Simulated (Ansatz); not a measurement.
HfO2:

```
CELL_PARAMETERS angstrom
5.11800 0.00000 0.00000
0.00000 5.18570 0.00000
-0.85866 0.00000 5.21387
ATOMIC_POSITIONS crystal
Hf 0.27550 0.46030 0.70800
Hf 0.72450 0.96030 0.79200
Hf 0.72450 0.53970 0.29200
Hf 0.27550 0.03970 0.20800
O 0.07420 0.16840 0.84670
O 0.92580 0.66840 0.65330
O 0.92580 0.83160 0.15330
O 0.07420 0.33160 0.34670
O 0.44870 0.74190 0.98010
O 0.55130 0.24190 0.51990
O 0.55130 0.25810 0.01990
O 0.44870 0.75810 0.48010
```

Base run:

* Program: Ansatz 0.2.0
* Functional: PBE
* Potentials or basis: Ansatz PAW
* Cutoff: 500 eV
* Density cutoff: 2000 eV
* k mesh: 5 × 5 × 5
* Occupations: fermi-dirac, width 0.05 eV
* Spin: no spin polarisation

Its results: band gap on the k mesh 4.21 eV, indirect (least direct gap 4.27 eV); pressure 5.9 GPa; largest force 0.482 eV/Å.

Task: The run is repeated on the same cell with these changes: functional from PBE to RPBE; cutoff from 500 eV to 420 eV; density cutoff from 2000 eV to 1680 eV. What comes out?

Result: Band gap on the k mesh 4.29 eV, indirect (least direct gap 4.36 eV); pressure 10.7 GPa; largest force 0.503 eV/Å.

RPBE binds less tightly than PBE, so the same cell stands under more pressure.

Caveats: spin-orbit coupling is left out, which moves the levels of the heavy elements; odd divisions of the mesh miss points on the zone boundary, where band edges often lie, so the gap on the mesh can be too wide (some runs); the potentials were made for another functional, which shifts forces and pressure (some runs); the k mesh misses the band edges, so the gap on the mesh is wider than the one along the path (some runs); the PAW data sets come from PBE, with cores solved anew for the run's functional, which leaves a small shift of forces and pressure (some runs).

Not every run made on this cell is shown here.
